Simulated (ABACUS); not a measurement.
# Si2Mo (I4/mmm) in ABACUS: equation of state

Aim: energy against volume of Si2Mo in PBE, for its equilibrium volume and stiffness.

All numbers are computed with ABACUS 3.10.1; they aren't measurements. Logs are shortened: lines on timing, memory, paths and dates and some standing lists are left out, and cuts for length are marked.

## Step 1: Starting point

Symmetry: I4/mmm, No. 139, tetragonal system. The conventional cell has a = 3.200 Å, b = 3.200 Å, c = 7.861 Å, α = 90.00°, β = 90.00°, γ = 90.00°. Mo (site symmetry 4/mmm) has 10 Si at 2.62 Å as nearest neighbours. Si (site symmetry 4mm) is surrounded by 5 Si at 2.61 to 2.63 Å and 5 Mo at 2.62 Å.

## Step 2: Equation of state, PBE, 12.61 Å³/atom (volume scaled by 0.94)

File INPUT:

```
INPUT_PARAMETERS
suffix              Si2Mo
calculation         scf
basis_type          pw
pseudo_dir          ./
symmetry            1
dft_functional      pbe
ecutwfc             81
pseudo_rcut         10
nspin               1
nbands              15
ks_solver           dav
smearing_method     fd
smearing_sigma      0.00367493
scf_thr             1e-08
scf_nmax            100
mixing_type         broyden
mixing_beta         0.7
cal_force           1
cal_stress          1
kpar                4
```

File STRU:

```
ATOMIC_SPECIES
Mo 95.9500 Mo.upf
Si 28.0850 Si.upf

LATTICE_CONSTANT
1.8897261246

LATTICE_VECTORS
-1.5673377739 1.5673377739 3.8502632003
1.5673377739 -1.5673377739 3.8502632003
1.5673377739 1.5673377739 -3.8502632003

ATOMIC_POSITIONS
Direct

Mo
0.0
1
0.0000000000 0.0000000000 0.0000000000 1 1 1

Si
0.0
2
0.6670000000 0.6670000000 0.0000000000 1 1 1
0.3330000000 0.3330000000 0.0000000000 1 1 1
```

File KPT:

```
K_POINTS
0
Gamma
12 12 12 0 0 0
```

Potentials or basis: PseudoDojo NC SR 0.4.1 PBE standard, plane waves.

The run is started by

```
OMP_NUM_THREADS=1 mpirun -np 4 abacus > log
```

running log:

```text
ABACUS v3.10.1

               Atomic-orbital Based Ab-initio Computation at UStc

 ------------------------------------------------------------------------------------

 READING GENERAL INFORMATION
                           global_out_dir = OUT.Si2Mo/
                           global_in_card = INPUT
                               pseudo_dir = ./
                              orbital_dir =
                                    DSIZE = 4
                                    GSIZE = 1

 READING UNITCELL INFORMATION
                                    ntype = 2
                  lattice constant (Bohr) = 1.88973
              lattice constant (Angstrom) = 1

 READING ATOM TYPE 1
                               atom label = Mo
                      L=0, number of zeta = 1
                      L=1, number of zeta = 1
                      L=2, number of zeta = 1
             number of atom for this type = 1

 READING ATOM TYPE 2
                               atom label = Si
                      L=0, number of zeta = 1
                      L=1, number of zeta = 1
                      L=2, number of zeta = 1
             number of atom for this type = 2

                        TOTAL ATOM NUMBER = 3
DIRECT COORDINATES
    atom                   x                   y                   z     mag                  vx                  vy                  vz
taud_Mo1            0.0000000000        0.0000000000        0.0000000000  0.0000        0.0000000000        0.0000000000        0.0000000000
taud_Si1            0.6670000000        0.6670000000        0.0000000000  0.0000        0.0000000000        0.0000000000        0.0000000000
taud_Si2            0.3330000000        0.3330000000        0.0000000000  0.0000        0.0000000000        0.0000000000        0.0000000000

                          Volume (Bohr^3) = 255.313
                             Volume (A^3) = 37.8334

 Lattice vectors: (Cartesian coordinate: in unit of a_0)
             -1.56734            +1.56734            +3.85026
             +1.56734            -1.56734            +3.85026
             +1.56734            +1.56734            -3.85026
 Reciprocal vectors: (Cartesian coordinate: in unit of 2 pi/a_0)
                   +0           +0.319012           +0.129861
            +0.319012                  +0           +0.129861
            +0.319012           +0.319012                  +0
 The esolver type has been set to : ksdft_pw

                PAO radial cut off (Bohr) = 10

 Read in pseudopotential file is Mo.upf
                     pseudopotential type = NC
          exchange-correlation functional = PBE
                 nonlocal core correction = 1
                        valence electrons = 14
                                     lmax = 2
                           number of zeta = 4
                     number of projectors = 6
                           L of projector = 0
[... 5 lines left out ...]
                PAO radial cut off (Bohr) = 10

 Read in pseudopotential file is Si.upf
                     pseudopotential type = NC
          exchange-correlation functional = PBE
                 nonlocal core correction = 1
                        valence electrons = 4
                                     lmax = 2
                           number of zeta = 2
                     number of projectors = 6
                           L of projector = 0
                           L of projector = 0
                           L of projector = 1
                           L of projector = 1
                           L of projector = 2
                           L of projector = 2
     initial pseudo atomic orbital number = 18

 SETUP THE ELECTRONS NUMBER
            electron number of element Mo = 14
      total electron number of element Mo = 14
            electron number of element Si = 4
      total electron number of element Si = 8
            AUTOSET number of electrons:  = 22
                           occupied bands = 11
                                   NBANDS = 15
                                   NLOCAL = 27

%%%%%%%%%%%%%%%%%%%%%%%%%%%%%%%%%%%%%%%%%%%%%%%%%%%%%%%%%%%%%%%%%%%%%%%%%%%%%%%%%%%%%%%%%%%%%%%%%%%%%%%%%%
 Warning: the number of valence electrons in pseudopotential > 6 for Mo: [Kr] 4d5 5s1
 Pseudopotentials with additional electrons can yield (more) accurate outcomes, but may be less efficient.
 If you're confident that your chosen pseudopotential is appropriate, you can safely ignore this warning.
%%%%%%%%%%%%%%%%%%%%%%%%%%%%%%%%%%%%%%%%%%%%%%%%%%%%%%%%%%%%%%%%%%%%%%%%%%%%%%%%%%%%%%%%%%%%%%%%%%%%%%%%%%

 SETUP THE PLANE WAVE BASIS
 energy cutoff for charge/potential (unit:Ry) = 324
            fft grid for charge/potential = [ 50, 50, 50 ]
                        fft grid division = [ 1, 1, 1 ]
        big fft grid for charge/potential = [ 50, 50, 50 ]
                                     nbxx = 125000
                                     nrxx = 125000

 SETUP PLANE WAVES FOR CHARGE/POTENTIAL
                    number of plane waves = 24941
                         number of sticks = 1563

[... 64 lines left out ...]
     IBZ    DIRECT_X    DIRECT_Y    DIRECT_Z  WEIGHT  ibz2bz
       1  0.00000000  0.00000000  0.00000000  0.0006       0
       2 -0.08333333  0.00000000  0.08333333  0.0046       1
       3 -0.16666667  0.00000000  0.16666667  0.0046       2
       4 -0.25000000  0.00000000  0.25000000  0.0046       3
       5 -0.33333333  0.00000000  0.33333333  0.0046       4
       6 -0.41666667  0.00000000  0.41666667  0.0046       5
[... 22 lines left out ...]
      29  0.33333333  0.25000000  0.41666667  0.0093      40
      30  0.41666667  0.25000000  0.33333333  0.0093      41
[... 133 further k points ...]

                               nkstot now = 163
[... K-POINTS DIRECT COORDINATES: 163 rows ...]

           k-point number in this process = 41
       minimum distributed K point number = 40
[... stars of the k points ...]

[... K-POINTS CARTESIAN COORDINATES: 41 rows ...]

[... K-POINTS DIRECT COORDINATES: 41 rows ...]

 SETUP PLANE WAVES FOR WAVE FUNCTIONS
     energy cutoff for wavefunc (unit:Ry) = 81
              fft grid for wave functions = [ 50, 50, 50 ]
                    number of plane waves = 4575
                         number of sticks = 503

 PARALLEL PW FOR WAVE FUNCTIONS
     PROC   COLUMNS(POT)             PW
        1            503           4575
 --------------- sum -------------------
        1            503           4575

 SETUP NONLOCAL PSEUDOPOTENTIALS IN PLANE WAVE BASIS
 Mo non-local projectors:
 projector 1 L=0
 projector 2 L=0
 projector 3 L=1
 projector 4 L=1
 projector 5 L=2
 projector 6 L=2
 Si non-local projectors:
 projector 1 L=0
 projector 2 L=0
 projector 3 L=1
 projector 4 L=1
 projector 5 L=2
 projector 6 L=2
      TOTAL NUMBER OF NONLOCAL PROJECTORS = 54

 Init Non-Local PseudoPotential table :
 Init Non-Local-Pseudopotential done.

                                     npwx = 3156

 Make real space PAO into reciprocal space.
       max mesh points in Pseudopotential = 1001
     dq(describe PAO in reciprocal space) = 0.01
                                    max q = 1084

 number of pseudo atomic orbitals for Mo is 4
WARNING: norm of atomic wavefunction # 3 of atomic type Mo is 0.999963, renormalized
WARNING: norm of atomic wavefunction # 4 of atomic type Mo is 0.999469, renormalized

 number of pseudo atomic orbitals for Si is 2
WARNING: norm of atomic wavefunction # 2 of atomic type Si is 0.999847, renormalized

 -------------------------------------------
 SELF-CONSISTENT
 -------------------------------------------
                                 init_chg = atomic

 PW ALGORITHM --------------- ION=   1  ELEC=   1--------------------------------

 Density error is 0.233453458148
                          Error Threshold = 0.01
----------------------------------------------------------
     Energy           Rydberg                 eV
----------------------------------------------------------
 E_KohnSham     -157.4802006243      -2142.6280506742
 E_Harris       -161.7800936213      -2201.1310962232
 E_Fermi        1.3192279029         17.9490164406
----------------------------------------------------------
[... 63 lines left out ...]
 Density error is 7.96767819589e-09
                          Error Threshold = 1.63799277916e-09
----------------------------------------------------------
     Energy           Rydberg                 eV
----------------------------------------------------------
 E_KohnSham     -157.5800461392      -2143.9865185960
 E_KS(sigma->0) -157.5799693563      -2143.9854739113
 E_Harris       -157.5808465659      -2143.9974089600
 E_band         -1.5327207219        -20.8537352603
 E_one_elec     -31.2880635245       -425.6959433198
 E_Hartree      29.1787772927        396.9976318541
 E_xc           -27.3547012627       -372.1798042603
 E_Ewald        -128.1159050789      -1743.1063135005
 E_entropy(-TS) -0.0001535658        -0.0020893695
 E_descf        0.0000000000         0.0000000000
 E_exx          0.0000000000         0.0000000000
 E_Fermi        1.2708411476         17.2906808602
----------------------------------------------------------

 charge density convergence is achieved
 final etot is -2143.9865186 eV
 EFERMI = 17.29068086 eV

 STATE ENERGY(eV) AND OCCUPATIONS    NSPIN == 1
 1/41 kpoint (Cartesian) = 0.0000 0.0000 0.0000 (3081 pws)
       1       -43.3907     0.00115741
       2       -17.5994     0.00115741
       3       -17.4632     0.00115741
       4       -17.4632     0.00115741
       5        3.33272     0.00115741
       6        10.5439     0.00115741
       7        13.9043     0.00115741
       8        13.9644     0.00115741
       9        14.4488     0.00115741
      10        14.4488     0.00115741
      11        17.7270    1.87829e-07
      12        20.7704    6.89636e-34
      13        21.1200    6.34798e-37
      14        21.1200    6.34798e-37
      15        21.6579    1.34910e-41
[... 71 lines left out ...]
       2       -17.7656     0.00925926
       3       -17.5760     0.00925926
       4       -17.4344     0.00925926
       5        6.29913     0.00925926
       6        8.48431     0.00925926
       7        12.0632     0.00925926
       8        12.7672     0.00925926
       9        14.5716     0.00925926
      10        14.7009     0.00925926
      11        16.4580     0.00925926
      12        19.5205    3.97163e-22
      13        20.6929    2.60149e-32
      14        21.0264    3.29813e-35
      15        22.0575    3.65343e-44

[... levels at 35 further k points ...]

------------------------------------------------------------------------------------------
 TOTAL-FORCE (eV/Angstrom)
------------------------------------------------------------------------------------------
                       Mo1         0.0000000000         0.0000000000         0.0000000000
                       Si1         0.0000000000         0.0000000000        -0.1726779983
                       Si2         0.0000000000         0.0000000000         0.1726779983
------------------------------------------------------------------------------------------

----------------------------------------------------------------
 TOTAL-STRESS (KBAR)
----------------------------------------------------------------
       174.6871048886         0.0000000000        -0.0000000000
         0.0000000000       174.6871048886         0.0000000000
        -0.0000000000        -0.0000000000       182.9416036835
----------------------------------------------------------------
 TOTAL-PRESSURE: 177.438604 KBAR

 --------------------------------------------
 !FINAL_ETOT_IS -2143.9865185960356939 eV
 --------------------------------------------
```

Wall time 40 s (4 MPI ranks of Intel Xeon 6975P-C (Granite Rapids), shared host); peak memory 0.48 GiB.

What came out:

| Quantity | Value |
| --- | --- |
| Free energy | -2143.9865 eV |
| Pressure | 17.7 GPa |
| Largest force | 0.173 eV/Å |
| Band gap on the k mesh | none (metal or under the smearing width) |

Caveat: there are fewer bands than atomic start orbitals, so a level may be missed at k points of high symmetry.

## Step 3: Equation of state, PBE, 12.88 Å³/atom (volume scaled by 0.96)

INPUT is that of step 2.

Changes to STRU since step 2:

```diff
@@ -8,5 +8,5 @@
 LATTICE_VECTORS
--1.5673377739 1.5673377739 3.8502632003
-1.5673377739 -1.5673377739 3.8502632003
-1.5673377739 1.5673377739 -3.8502632003
+-1.5783757276 1.5783757276 3.8773786233
+1.5783757276 -1.5783757276 3.8773786233
+1.5783757276 1.5783757276 -3.8773786233
```

KPT is that of step 2.

Potentials or basis: PseudoDojo NC SR 0.4.1 PBE standard, plane waves.

The run is started by

```
OMP_NUM_THREADS=1 mpirun -np 4 abacus > log
```

It took 40 s on 4 MPI ranks of Intel Xeon 6975P-C (Granite Rapids), shared host; peak memory 0.48 GiB.

It converged, with:

```yaml
Free_energy: -2144.0612 eV
Pressure: 12.0 GPa
Largest_force: 0.209 eV/Å
Band_gap_on_the_k_mesh: none (metal or under the smearing width)
```

Caveat: there are fewer bands than atomic start orbitals, so a level may be missed at k points of high symmetry.

## Step 4: Equation of state, PBE, 13.15 Å³/atom (volume scaled by 0.98)

INPUT is that of step 3.

Changes to STRU since step 3:

```diff
@@ -8,5 +8,5 @@
 LATTICE_VECTORS
--1.5783757276 1.5783757276 3.8773786233
-1.5783757276 -1.5783757276 3.8773786233
-1.5783757276 1.5783757276 -3.8773786233
+-1.5892614214 1.5892614214 3.9041200105
+1.5892614214 -1.5892614214 3.9041200105
+1.5892614214 1.5892614214 -3.9041200105
```

KPT is that of step 3.

The run is started by

```
OMP_NUM_THREADS=1 mpirun -np 4 abacus > log
```

Wall time 43 s (4 MPI ranks of Intel Xeon 6975P-C (Granite Rapids), shared host); peak memory 0.48 GiB.

The run converged. Its results:

```yaml
Free_energy: -2144.1088 eV
Pressure: 6.9 GPa
Largest_force: 0.243 eV/Å
Band_gap_on_the_k_mesh: none (metal or under the smearing width)
```

Caveat: there are fewer bands than atomic start orbitals, so a level may be missed at k points of high symmetry.

## Step 5: Equation of state, PBE, 13.42 Å³/atom

INPUT is that of step 4.

Changes to STRU since step 4:

```diff
@@ -8,5 +8,5 @@
 LATTICE_VECTORS
--1.5892614214 1.5892614214 3.9041200105
-1.5892614214 -1.5892614214 3.9041200105
-1.5892614214 1.5892614214 -3.9041200105
+-1.6000000000 1.6000000000 3.9305000000
+1.6000000000 -1.6000000000 3.9305000000
+1.6000000000 1.6000000000 -3.9305000000
```

KPT is that of step 4.

The run is started by

```
OMP_NUM_THREADS=1 mpirun -np 4 abacus > log
```

It took 40 s on 4 MPI ranks of Intel Xeon 6975P-C (Granite Rapids), shared host; peak memory 0.52 GiB.

The run converged. Its results:

| Quantity | Value |
| --- | --- |
| Free energy | -2144.1319 eV |
| Pressure | 2.3 GPa |
| Largest force | 0.275 eV/Å |
| Band gap on the k mesh | none (metal or under the smearing width) |

Caveat: there are fewer bands than atomic start orbitals, so a level may be missed at k points of high symmetry.

## Step 6: Equation of state, PBE, 13.68 Å³/atom (volume scaled by 1.02)

INPUT is that of step 5.

Changes to STRU since step 5:

```diff
@@ -8,5 +8,5 @@
 LATTICE_VECTORS
--1.6000000000 1.6000000000 3.9305000000
-1.6000000000 -1.6000000000 3.9305000000
-1.6000000000 1.6000000000 -3.9305000000
+-1.6105963353 1.6105963353 3.9565305599
+1.6105963353 -1.6105963353 3.9565305599
+1.6105963353 1.6105963353 -3.9565305599
```

KPT is that of step 5.

Potentials or basis: PseudoDojo NC SR 0.4.1 PBE standard, plane waves.

The run is started by

```
OMP_NUM_THREADS=1 mpirun -np 4 abacus > log
```

It took 41 s on 4 MPI ranks of Intel Xeon 6975P-C (Granite Rapids), shared host; peak memory 0.48 GiB.

Results (log left out):

```
Free energy            : -2144.1331 eV
Pressure               : -1.8 GPa
Largest force          : 0.306 eV/Å
Band gap on the k mesh : none (metal or under the smearing width)
```

Caveat: there are fewer bands than atomic start orbitals, so a level may be missed at k points of high symmetry.

## Step 7: Equation of state, PBE, 13.95 Å³/atom (volume scaled by 1.04)

INPUT is that of step 6.

Changes to STRU since step 6:

```diff
@@ -8,5 +8,5 @@
 LATTICE_VECTORS
--1.6105963353 1.6105963353 3.9565305599
-1.6105963353 -1.6105963353 3.9565305599
-1.6105963353 1.6105963353 -3.9565305599
+-1.6210550461 1.6210550461 3.9822230367
+1.6210550461 -1.6210550461 3.9822230367
+1.6210550461 1.6210550461 -3.9822230367
```

KPT is that of step 6.

The run is started by

```
OMP_NUM_THREADS=1 mpirun -np 4 abacus > log
```

Wall time 40 s (4 MPI ranks of Intel Xeon 6975P-C (Granite Rapids), shared host); peak memory 0.52 GiB.

The run converged. Its results:

```yaml
Free_energy: -2144.1146 eV
Pressure: -5.5 GPa
Largest_force: 0.334 eV/Å
Band_gap_on_the_k_mesh: none (metal or under the smearing width)
```

Caveat: there are fewer bands than atomic start orbitals, so a level may be missed at k points of high symmetry.

## Step 8: Equation of state, PBE, 14.22 Å³/atom (volume scaled by 1.06)

INPUT is that of step 7.

Changes to STRU since step 7:

```diff
@@ -8,5 +8,5 @@
 LATTICE_VECTORS
--1.6210550461 1.6210550461 3.9822230367
-1.6210550461 -1.6210550461 3.9822230367
-1.6210550461 1.6210550461 -3.9822230367
+-1.6313805159 1.6313805159 4.0075881985
+1.6313805159 -1.6313805159 4.0075881985
+1.6313805159 1.6313805159 -4.0075881985
```

KPT is that of step 7.

The run is started by

```
OMP_NUM_THREADS=1 mpirun -np 4 abacus > log
```

It took 53 s on 4 MPI ranks of Intel Xeon 6975P-C (Granite Rapids), shared host; peak memory 0.52 GiB.

It converged, with:

```yaml
Free_energy: -2144.0785 eV
Pressure: -8.8 GPa
Largest_force: 0.361 eV/Å
Band_gap_on_the_k_mesh: none (metal or under the smearing width)
```

Caveat: there are fewer bands than atomic start orbitals, so a level may be missed at k points of high symmetry.

## Step 9: Equation of state, PBE

Potentials or basis: PseudoDojo NC SR 0.4.1 PBE standard, plane waves.

This step only gathers the single runs of the series.

Results:

* Equilibrium volume: 13.56 Å³/atom
* Bulk modulus at fixed shape and positions: 208 GPa
* Pressure derivative of the bulk modulus: 4.4

Energy against volume, from the lowest point:
| volume (Å³/atom) | energy (meV/atom) |
| --- | --- |
| 12.611 | 48.86 |
| 12.879 | 23.95 |
| 13.148 | 8.11 |
| 13.416 | 0.40 |
| 13.684 | 0.00 |
| 13.953 | 6.16 |
| 14.221 | 18.21 |

Caveat: the cell was scaled at fixed shape and fractional positions, which overstates the stiffness of a crystal with free parameters, most of all of layers and chains.
